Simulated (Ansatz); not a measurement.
Here is an Ansatz 0.2.0 calculation.

input.yaml

```yaml
crystal:
  lattice:
    - [0.0, 2.34364184, 2.34364184]
    - [2.34364184, 0.0, 2.34364184]
    - [2.34364184, 2.34364184, 0.0]
  atoms:
    - { symbol: Co, position: [0.0, 0.0, 0.0], spin: 2.0 }
    - { symbol: O, position: [0.25, 0.25, 0.25] }
hamiltonian:
  xc: pbesol
  pseudopotentials: { kind: paw }
magnetization:
  spin_polarized: true
kpoints:
  mp_grid: { grid: [10, 10, 10] }
  band_path:
    path:
      - [[0.0, 0.0, 0.0], [0.5, 0.0, 0.5], [0.5, 0.25, 0.75], [0.375, 0.375, 0.75], [0.0, 0.0, 0.0], [0.5, 0.5, 0.5], [0.625, 0.25, 0.625], [0.5, 0.25, 0.75], [0.5, 0.5, 0.5], [0.375, 0.375, 0.75]]
      - [[0.625, 0.25, 0.625], [0.5, 0.0, 0.5]]
    npoints: 14
scf:
  occupations: { method: fermi_dirac, width: 0.05 }
  n_extra_bands: 6
output:
  forces: true
  stress: true
  eigenvalues: true
  fatbands: false
```

Potentials or basis: Ansatz PAW.

Run with:

```console
$ ansatz run input.yaml --threads 2 --pin off --max-ram 5632MiB --backend cpu --events-out ev --progress --plain --runs-dir out
```

**Question.** Estimate the pressure.

**Answer.** -19.0 GPa.

**Question.** Estimate the net moment.

**Answer.** 3.00 μB per cell.

Levels at the corners of the path, in eV from the Fermi level:
Spin up:
```tsv
point	band 9	band 10	band 11	band 12	band 13	band 14	band 15	band 16	band 17	band 18
Γ	-2.33	-2.33	-0.19	-0.06	-0.06	-0.06	13.04	13.04	13.04	18.82
X	-3.11	-2.08	-1.90	-1.90	-1.73	4.71	8.66	10.30	12.98	12.98
W	-3.02	-2.73	-2.28	-1.97	-1.10	6.35	8.60	9.52	10.24	16.96
K	-3.17	-2.39	-2.37	-1.52	-1.34	5.91	8.18	9.10	12.84	14.27
Γ	-2.33	-2.33	-0.19	-0.06	-0.06	-0.06	13.04	13.04	13.04	18.82
L	-2.62	-2.30	-2.30	-0.78	-0.78	4.97	6.36	12.58	12.58	16.08
U	-3.17	-2.39	-2.37	-1.52	-1.34	5.91	8.18	9.10	12.84	14.27
W	-3.02	-2.73	-2.28	-1.97	-1.10	6.35	8.60	9.52	10.24	16.96
L	-2.62	-2.30	-2.30	-0.78	-0.78	4.97	6.36	12.58	12.58	16.08
K	-3.17	-2.39	-2.37	-1.52	-1.34	5.91	8.18	9.10	12.84	14.27
U	-3.17	-2.39	-2.37	-1.52	-1.34	5.91	8.18	9.10	12.84	14.27
X	-3.11	-2.08	-1.90	-1.90	-1.73	4.71	8.66	10.30	12.98	12.98
```
Spin down:
| point | band 6 | band 7 | band 8 | band 9 | band 10 | band 11 | band 12 | band 13 | band 14 | band 15 |
| --- | --- | --- | --- | --- | --- | --- | --- | --- | --- | --- |
| Γ | -4.28 | -4.28 | -4.28 | -0.34 | -0.34 | 0.31 | 2.31 | 2.31 | 2.31 | 13.57 |
| X | -5.77 | -3.90 | -3.90 | -0.59 | -0.03 | 0.08 | 0.86 | 0.86 | 5.62 | 9.56 |
| W | -5.07 | -4.73 | -3.98 | -0.65 | -0.26 | 0.01 | 0.77 | 1.20 | 7.28 | 9.56 |
| K | -5.33 | -4.50 | -3.95 | -0.65 | -0.13 | 0.10 | 0.87 | 1.12 | 6.78 | 8.99 |
| Γ | -4.28 | -4.28 | -4.28 | -0.34 | -0.34 | 0.31 | 2.31 | 2.31 | 2.31 | 13.57 |
| L | -5.75 | -4.10 | -4.10 | -0.15 | -0.15 | 0.23 | 1.54 | 1.54 | 5.49 | 7.11 |
| U | -5.33 | -4.50 | -3.95 | -0.65 | -0.13 | 0.10 | 0.87 | 1.12 | 6.78 | 8.99 |
| W | -5.07 | -4.73 | -3.98 | -0.65 | -0.26 | 0.01 | 0.77 | 1.20 | 7.28 | 9.56 |
| L | -5.75 | -4.10 | -4.10 | -0.15 | -0.15 | 0.23 | 1.54 | 1.54 | 5.49 | 7.11 |
| K | -5.33 | -4.50 | -3.95 | -0.65 | -0.13 | 0.10 | 0.87 | 1.12 | 6.78 | 8.99 |
| U | -5.33 | -4.50 | -3.95 | -0.65 | -0.13 | 0.10 | 0.87 | 1.12 | 6.78 | 8.99 |
| X | -5.77 | -3.90 | -3.90 | -0.59 | -0.03 | 0.08 | 0.86 | 0.86 | 5.62 | 9.56 |

Caveat: so large a pressure means that the cell lies far from this level's equilibrium, or that cutoff or potentials fall short; the pressure holds a Pulay correction of +0.6 GPa for the finite cutoff; a cell with one magnetic atom can't hold antiferromagnetic order, which such compounds often take; semilocal functionals often make such compounds metallic where correlation or magnetic order opens a gap, which also shifts bond lengths; the PAW data sets come from PBE, with cores solved anew for the run's functional, which leaves a small shift of forces and pressure.
